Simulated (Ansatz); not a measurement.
# AlN (P6_3mc) in Ansatz: notebook

The runs below take AlN through single point, with PBE.

Everything below comes from runs of Ansatz 0.2.0. Logs are shortened: lines on timing, memory, paths and dates and some standing lists are left out, and cuts for length are marked.

**The experiment to reproduce.**

“Structural and optical properties of self-assembled AlN nanowires grown on SiO2/Si substrates by molecular beam epitaxy”, 2024, arxiv:2402.00216 quotes, for a bulk crystal of AlN at 0 K: band gap 6.0343 eV (an exciton energy, a little under the gap).

“Self-assembly of well-separated AlN nanowires directly on sputtered metallic TiN films”, 2019, arxiv:1910.07391 quotes, for a bulk crystal of AlN at 10 K: band gap 6.034 eV (an exciton energy, a little under the gap).

The runs below are set against these values where they give the same quantity.

## (1) Starting point

The structure is hexagonal, space group P6_3mc (No. 186). Conventional cell: a = 3.113 Å, b = 3.113 Å, c = 4.981 Å, α = 90.00°, β = 90.00°, γ = 120.00°. Al (site symmetry 3m) has 4 N at 1.89 Å as nearest neighbours. N (site symmetry 3m) is surrounded by 4 Al at 1.89 Å.

## (2) Single point, PBE

Input file input.yaml:

```yaml
crystal:
  lattice:
    - [3.113, 0.0, 0.0]
    - [-1.5565, 2.695937082, 0.0]
    - [0.0, 0.0, 4.981]
  atoms:
    - { symbol: Al, position: [0.6666666667, 0.3333333333, 0.5] }
    - { symbol: Al, position: [0.3333333333, 0.6666666667, 0.0] }
    - { symbol: "N", position: [0.6666666667, 0.3333333333, 0.88] }
    - { symbol: "N", position: [0.3333333333, 0.6666666667, 0.38] }
hamiltonian:
  xc: pbe
  pseudopotentials: { kind: paw }
kpoints:
  mp_grid: { grid: [10, 10, 6] }
scf:
  occupations: { method: gaussian, width: 0.018 }
output:
  forces: true
  stress: true
  eigenvalues: true
```

Potentials or basis: Ansatz PAW.

On the command line:

```sh
$ ansatz run input.yaml --threads 2 --pin off --max-ram 5632MiB --backend cpu --events-out ev --progress --plain --runs-dir out
```

The program printed:

```text
Warning: RAYON_NUM_THREADS=2 ignored (pool sized by the plan → 2); use --threads N
Engine: ansatz 0.2.0, x86_64-unknown-linux-gnu
Pseudopotentials: kind: paw
Pseudopotential: Al, paw, valence charge 3, recommended cutoff 420 eV (normal), Al.paw.azcp
Pseudopotential: N, paw, valence charge 5, recommended cutoff 420 eV (normal), N.paw.azcp
Functional definition: PBE
  parameter kappa = 0.804
  parameter beta = 0.06672455060314922
  exchange = pbe_x(kappa = kappa, mu = beta*pi^2/3)
  correlation = pbe_c(beta = beta)
Crystal: 4 atoms, lattice volume = 41.803 Å³
Basis set: ecut = 420 eV, 809 PW (Γ), exchange–correlation on 48×48×72 points (8 copies of the dense FFT grid, shifted against one another)
Bands: 12, of which v1, the nominal top of the filled ones, is band 8 counted from 1 (7 counted from 0)
Symmetry: 12 space group operations
Space group: P63mc (ITA 186), of the structure as read, at distance tolerance 3.5e-5 Å
k-points: 56 of 600 (time reversal used)
Non-local potential: Al, projectors of the file, l = 0: 2, l = 1: 2, l = 2: 1
Non-local potential: N, projectors of the file, l = 0: 2, l = 1: 2, l = 2: 1
PAW form: soft (Blöchl's): semilocal exchange-correlation on the pseudo side does not see the compensation charge
PAW one-centre angular grid: Al, 110 points (default); XC on 64 Gauss nodes
PAW one-centre angular grid: N, 110 points (default); XC on 64 Gauss nodes
Initial density: superposition of atomic densities (neutral atoms: chi_scale 0, normalization atom), corrected by the library's trained network
Initial wavefunctions: pseudopotential atomic-orbital guess
Functional: x = pbe(κ = 0.804, μ = 0.2195149727645171), c = pbe(β = 0.06672455060314922)
SCF iter   1: F=—  HF=-1848.497638 eV  |F-HF|=—  |Δ(HF+E_count)|=         —  Δρ=8.37e-4  dr2=1.47e-4  ethr=1.77e-3  ⟨swp⟩=6.3  Hψ=4594  notcnv=0
preconditioner: auto → none  [insulator: Δε(μ)=4.209 eV  Ē_g=13.125 eV  σ=0.018 eV  W_gap=1.00  n_scr=2 (ndim 8)  ℏωp=23.0 eV  f_vac=0.000  D(μ)=0.00/eV (n_scr^D=0)  ε∞_Penn≈4.1]
SCF iter   2: F=—  HF=-1848.497930 eV  |F-HF|=—  |Δ(HF+E_count)|=   2.92e-4  Δρ=3.97e-4  dr2=1.98e-5  ethr=9.16e-7  ⟨swp⟩=2.2  Hψ=1625  notcnv=0
SCF iter   3: F=—  HF=-1848.497787 eV  |F-HF|=—  |Δ(HF+E_count)|=   1.43e-4  Δρ=7.75e-5  dr2=1.00e-6  ethr=1.24e-7  ⟨swp⟩=2.4  Hψ=1102  notcnv=0
iter 4 did not close the SCF: its close was put off for the readings that it lacked (scf_convergence_deferred on its scf_iter line)
SCF iter   4: F=-1848.497790 eV  HF=-1848.497790 eV  |F-HF|=1.20e-8  |Δ(HF+E_count)|=   3.01e-6  Δρ=8.63e-6  dr2=1.34e-8  ethr=6.27e-9  ⟨swp⟩=2.0  Hψ=1111  notcnv=0
iter 5 did not close the SCF: its close was put off for the readings that it lacked (scf_convergence_deferred on its scf_iter line)
SCF iter   5: F=-1848.497790 eV  HF=-1848.497790 eV  |F-HF|=3.75e-10  |Δ(HF+E_count)|=   1.41e-8  Δρ=1.87e-6  dr2=6.28e-10  ethr=8.37e-11  ⟨swp⟩=2.3  Hψ=1082  notcnv=0
SCF iter   6: F=-1848.497790 eV  HF=-1848.497790 eV  |F-HF|=7.50e-12  |Δ(HF+E_count)|=  1.72e-10  Δρ=2.54e-7  dr2=9.76e-12  ethr=3.93e-12  ⟨swp⟩=1.0  Hψ=1928  notcnv=0
SCF 1 converged in 6 iterations: F = -1848.497790 eV  dr2 = 9.76e-12
SCF converged after 6 iterations
Free energy (F): -1848.497790 eV
Harris-Foulkes:  -1848.497790 eV  (|F-HF|=7.50e-12)
Internal energy: -1848.497790 eV  (E = F + TS)
E sigma→0 (E₀):  -1848.497790 eV
Fermi energy:    9.225935 eV
--- Per-component energies (eV) ---
  E_band       = 30.374957
  E_kinetic    = 318.953833
  E_local      = -448.269810  (includes V_loc(G=0)·N_el)
  E_nonlocal   = 110.843854
  E_hartree    = 155.685264
  E_xc         = -203.726106
  E_vxc        = -215.995485  (∫ρ·V_xc dr)
  E_paw        = -1190.321749  (= ΣΔE_a)
  E_vpaw       = -46.528143  (= ΣTr[D̂ρ^β])
  E_aug_tail   = 0.000194  (compensation charges beyond the density's cutoff)
  E_ewald      = -591.663270
  E_smearing   = -0.000000  (= −TS)
  E_closure    = 0.000000  (closes the sum)
  Σ components = -1848.497790   (vs F -1848.497790, Δ=0.00e0)
--- Forces (eV/Å), atoms counted from 1 ---
  atom   1  Al    -0.00000000     0.00000000    -0.12926154
  atom   2  Al     0.00000000    -0.00000000    -0.12926154
  atom   3  N      0.00000000    -0.00000000     0.12924019
  atom   4  N     -0.00000000     0.00000000     0.12924019
  max |Σ_I F_I| component: 4.27e-5 eV/Å
--- Stress (GPa, compression-positive) ---
        3.194245       0.000000      -0.000000
        0.000000       3.194245       0.000000
       -0.000000       0.000000       4.776995
  P = ⅓ Tr σ = 3.7218 GPa (37.218 kbar)
--- Band table (eV; the first three rows and the last of 56) ---
  k-point 0: bands = ["-8.0267", "-5.8835", "1.1562", "6.2905", "6.2905", "6.9399", "6.9399", "7.1196", "11.3323", "13.7884", "17.7301", "18.2932"]
  k-point 1: bands = ["-7.9204", "-6.0902", "1.5255", "6.3320", "6.3320", "6.5210", "6.8938", "6.8938", "11.8238", "13.8548", "17.5576", "18.2601"]
  k-point 2: bands = ["-7.6125", "-6.5824", "2.4942", "5.2378", "6.4457", "6.4457", "6.7702", "6.7702", "12.7746", "13.9124", "17.2871", "18.3045"]
  k-point 55: bands = ["-5.5270", "-5.5270", "2.2300", "2.2300", "3.5113", "3.5113", "6.3141", "6.3141", "14.2166", "14.2166", "15.3909", "15.3909"]
```

Run time: 3.5 s. Hardware: 2 threads of Intel Xeon at 2.50GHz (Skylake/Cascade Lake), shared host; peak memory 0.34 GiB.

Results:

| Property | Result |
| --- | --- |
| Free energy | -1848.4978 eV |
| Pressure | 3.7 GPa |
| Largest force | 0.129 eV/Å |
| Band gap on the k mesh | 4.21 eV, direct |

Forces on the atoms (eV/Å):
```
Al   0.000  0.000 -0.129
Al   0.000  0.000 -0.129
N    0.000  0.000  0.129
N    0.000  0.000  0.129
```

Levels at points of the mesh, in eV from the valence-band top:
```tsv
k point	band 5	band 6	band 7	band 8	band 9	band 10	band 11	band 12
(0.00, 0.00, 0.00)	-0.83	-0.18	-0.18	0.00	4.21	6.67	10.61	11.17
(0.00, 0.00, -0.50)	-0.51	-0.51	-0.51	-0.51	6.47	6.47	10.35	10.35
(0.00, -0.50, 0.00)	-3.32	-2.05	-1.76	-0.66	5.82	5.84	8.20	10.29
(0.00, -0.50, -0.50)	-1.43	-1.43	-1.35	-1.35	5.33	5.33	9.30	9.30
```

Caveat: the pressure holds a Pulay correction of +0.5 GPa for the finite cutoff.

## (3) Single point, PBE

Edit input.yaml of step 2 so:

```diff
@@ -16,3 +16,3 @@
 scf:
-  occupations: { method: gaussian, width: 0.018 }
+  occupations: { method: gaussian, width: 0.019 }
 output:
@@ -21 +21,5 @@
   eigenvalues: true
+  write_density: true
+  write_potential: true
+  elf: true
+  volumetric_format: npy
```

Potentials or basis: Ansatz PAW.

On the command line:

```sh
$ ansatz run input.yaml --threads 2 --pin off --max-ram 5632MiB --backend cpu --events-out ev --progress --plain --runs-dir out
```

Wall time 4.3 s (2 threads of Intel Xeon at 2.50GHz (Skylake/Cascade Lake), shared host); peak memory 0.36 GiB.

Results (log left out):

```
Free energy            : -1848.4978 eV
Pressure               : 3.7 GPa
Largest force          : 0.129 eV/Å
Band gap on the k mesh : 4.21 eV, direct
```

Forces on the atoms (eV/Å):
```
Al   0.000  0.000 -0.129
Al   0.000  0.000 -0.129
N    0.000  0.000  0.129
N    0.000  0.000  0.129
```

Stress tensor (GPa, compression positive):
```
3.19 0.00 0.00
0.00 3.19 0.00
0.00 0.00 4.78
```

Levels at points of the mesh, in eV from the valence-band top:
```csv
k point,band 6,band 7,band 8,band 9,band 10,band 11
"(0.00, 0.00, 0.00)",-0.18,-0.18,0.00,4.21,6.67,10.61
"(0.00, 0.00, -0.50)",-0.51,-0.51,-0.51,6.47,6.47,10.35
"(0.00, -0.50, 0.00)",-2.05,-1.76,-0.66,5.82,5.84,8.20
"(0.00, -0.50, -0.50)",-1.43,-1.35,-1.35,5.33,5.33,9.30
```

Caveat: the pressure holds a Pulay correction of +0.5 GPa for the finite cutoff.

## (4) Single point, PBE

Edit input.yaml of step 3 so:

```diff
@@ -16,3 +16,3 @@
 scf:
-  occupations: { method: gaussian, width: 0.019 }
+  occupations: { method: gaussian, width: 0.02 }
 output:
```

On the command line:

```sh
$ ansatz run input.yaml --threads 2 --pin off --max-ram 5632MiB --backend cpu --events-out ev --progress --plain --runs-dir out
```

Run time: 4.3 s. Hardware: 2 threads of Intel Xeon at 2.50GHz (Skylake/Cascade Lake), shared host; peak memory 0.35 GiB.

It converged, with:

- Free energy: -1848.4978 eV
- Pressure: 3.7 GPa
- Largest force: 0.129 eV/Å
- Band gap on the k mesh: 4.21 eV, direct

Forces on the atoms (eV/Å):
```
Al   0.000  0.000 -0.129
Al   0.000  0.000 -0.129
N    0.000  0.000  0.129
N    0.000  0.000  0.129
```

Stress tensor (GPa, compression positive):
```
3.19 0.00 0.00
0.00 3.19 0.00
0.00 0.00 4.78
```

Levels at points of the mesh, in eV from the valence-band top:
| k point | band 6 | band 7 | band 8 | band 9 | band 10 | band 11 |
| --- | --- | --- | --- | --- | --- | --- |
| (0.00, 0.00, 0.00) | -0.18 | -0.18 | 0.00 | 4.21 | 6.67 | 10.61 |
| (0.00, 0.00, -0.50) | -0.51 | -0.51 | -0.51 | 6.47 | 6.47 | 10.35 |
| (0.00, -0.50, 0.00) | -2.05 | -1.76 | -0.66 | 5.82 | 5.84 | 8.20 |
| (0.00, -0.50, -0.50) | -1.43 | -1.35 | -1.35 | 5.33 | 5.33 | 9.30 |

Caveat: the pressure holds a Pulay correction of +0.5 GPa for the finite cutoff.

## (5) Single point, PBE

Edit input.yaml of step 4 so:

```diff
@@ -16,3 +16,3 @@
 scf:
-  occupations: { method: gaussian, width: 0.02 }
+  occupations: { method: gaussian, width: 0.021 }
 output:
@@ -21,5 +21 @@
   eigenvalues: true
-  write_density: true
-  write_potential: true
-  elf: true
-  volumetric_format: npy
```

Potentials or basis: Ansatz PAW.

On the command line:

```sh
$ ansatz run input.yaml --threads 2 --pin off --max-ram 5632MiB --backend cpu --events-out ev --progress --plain --runs-dir out
```

The program printed:

```text
Warning: RAYON_NUM_THREADS=2 ignored (pool sized by the plan → 2); use --threads N
[... 9 set-up lines as earlier in the session ...]
Crystal: 4 atoms, lattice volume = 41.803 Å³
Basis set: ecut = 420 eV, 809 PW (Γ), exchange–correlation on 48×48×72 points (8 copies of the dense FFT grid, shifted against one another)
Bands: 12, of which v1, the nominal top of the filled ones, is band 8 counted from 1 (7 counted from 0)
[... 2 set-up lines as earlier in the session ...]
k-points: 56 of 600 (time reversal used)
[... 8 set-up lines as earlier in the session ...]
SCF iter   1: F=—  HF=-1848.497643 eV  |F-HF|=—  |Δ(HF+E_count)|=         —  Δρ=8.37e-4  dr2=1.47e-4  ethr=1.77e-3  ⟨swp⟩=6.2  Hψ=4552  notcnv=0
preconditioner: auto → none  [insulator: Δε(μ)=4.209 eV  Ē_g=13.125 eV  σ=0.021 eV  W_gap=1.00  n_scr=2 (ndim 8)  ℏωp=23.0 eV  f_vac=0.000  D(μ)=0.00/eV (n_scr^D=0)  ε∞_Penn≈4.1]
SCF iter   2: F=—  HF=-1848.497930 eV  |F-HF|=—  |Δ(HF+E_count)|=   2.87e-4  Δρ=3.97e-4  dr2=1.98e-5  ethr=9.16e-7  ⟨swp⟩=2.3  Hψ=1618  notcnv=0
SCF iter   3: F=—  HF=-1848.497787 eV  |F-HF|=—  |Δ(HF+E_count)|=   1.42e-4  Δρ=7.74e-5  dr2=1.00e-6  ethr=1.24e-7  ⟨swp⟩=2.4  Hψ=1104  notcnv=0
iter 4 did not close the SCF: its close was put off for the readings that it lacked (scf_convergence_deferred on its scf_iter line)
SCF iter   4: F=-1848.497790 eV  HF=-1848.497790 eV  |F-HF|=1.20e-8  |Δ(HF+E_count)|=   3.00e-6  Δρ=8.59e-6  dr2=1.33e-8  ethr=6.26e-9  ⟨swp⟩=2.0  Hψ=1111  notcnv=0
iter 5 did not close the SCF: its close was put off for the readings that it lacked (scf_convergence_deferred on its scf_iter line)
SCF iter   5: F=-1848.497790 eV  HF=-1848.497790 eV  |F-HF|=3.60e-10  |Δ(HF+E_count)|=   1.41e-8  Δρ=1.84e-6  dr2=6.06e-10  ethr=8.30e-11  ⟨swp⟩=2.3  Hψ=1090  notcnv=0
SCF iter   6: F=-1848.497790 eV  HF=-1848.497790 eV  |F-HF|=6.82e-12  |Δ(HF+E_count)|=  1.65e-10  Δρ=2.50e-7  dr2=9.55e-12  ethr=3.79e-12  ⟨swp⟩=1.0  Hψ=1941  notcnv=0
SCF 1 converged in 6 iterations: F = -1848.497790 eV  dr2 = 9.55e-12
SCF converged after 6 iterations
Free energy (F): -1848.497790 eV
Harris-Foulkes:  -1848.497790 eV  (|F-HF|=6.82e-12)
Internal energy: -1848.497790 eV  (E = F + TS)
E sigma→0 (E₀):  -1848.497790 eV
Fermi energy:    9.225935 eV
--- Per-component energies (eV) ---
  E_band       = 30.374957
  E_kinetic    = 318.953833
  E_local      = -448.269812  (includes V_loc(G=0)·N_el)
  E_nonlocal   = 110.843854
  E_hartree    = 155.685265
  E_xc         = -203.726106
  E_vxc        = -215.995485  (∫ρ·V_xc dr)
  E_paw        = -1190.321749  (= ΣΔE_a)
  E_vpaw       = -46.528143  (= ΣTr[D̂ρ^β])
  E_aug_tail   = 0.000194  (compensation charges beyond the density's cutoff)
  E_ewald      = -591.663270
  E_smearing   = -0.000000  (= −TS)
  E_closure    = 0.000000  (closes the sum)
  Σ components = -1848.497790   (vs F -1848.497790, Δ=0.00e0)
--- Forces (eV/Å), atoms counted from 1 ---
  atom   1  Al     0.00000000     0.00000000    -0.12926154
  atom   2  Al     0.00000000    -0.00000000    -0.12926154
  atom   3  N      0.00000000    -0.00000000     0.12924020
  atom   4  N     -0.00000000     0.00000000     0.12924020
  max |Σ_I F_I| component: 4.27e-5 eV/Å
--- Stress (GPa, compression-positive) ---
        3.194244       0.000000      -0.000000
        0.000000       3.194244       0.000000
       -0.000000       0.000000       4.776995
  P = ⅓ Tr σ = 3.7218 GPa (37.218 kbar)
--- Band table (eV; the first three rows and the last of 56) ---
  k-point 0: bands = ["-8.0267", "-5.8835", "1.1562", "6.2905", "6.2905", "6.9399", "6.9399", "7.1196", "11.3323", "13.7884", "17.7301", "18.2932"]
  k-point 1: bands = ["-7.9204", "-6.0902", "1.5255", "6.3320", "6.3320", "6.5210", "6.8938", "6.8938", "11.8238", "13.8548", "17.5576", "18.2601"]
  k-point 2: bands = ["-7.6125", "-6.5824", "2.4942", "5.2378", "6.4457", "6.4457", "6.7702", "6.7702", "12.7746", "13.9124", "17.2871", "18.3045"]
  k-point 55: bands = ["-5.5270", "-5.5270", "2.2300", "2.2300", "3.5113", "3.5113", "6.3141", "6.3141", "14.2166", "14.2166", "15.3909", "15.3909"]
```

It took 2.8 s on 2 threads of Intel Xeon at 2.50GHz (Skylake/Cascade Lake), shared host; peak memory 0.35 GiB.

What came out:

```
Free energy            : -1848.4978 eV
Pressure               : 3.7 GPa
Largest force          : 0.129 eV/Å
Band gap on the k mesh : 4.21 eV, direct
```

Forces on the atoms (eV/Å):
```
Al   0.000  0.000 -0.129
Al   0.000  0.000 -0.129
N    0.000  0.000  0.129
N    0.000  0.000  0.129
```

Caveat: the pressure holds a Pulay correction of +0.5 GPa for the finite cutoff.

(Part 1 of 2 ends here.)
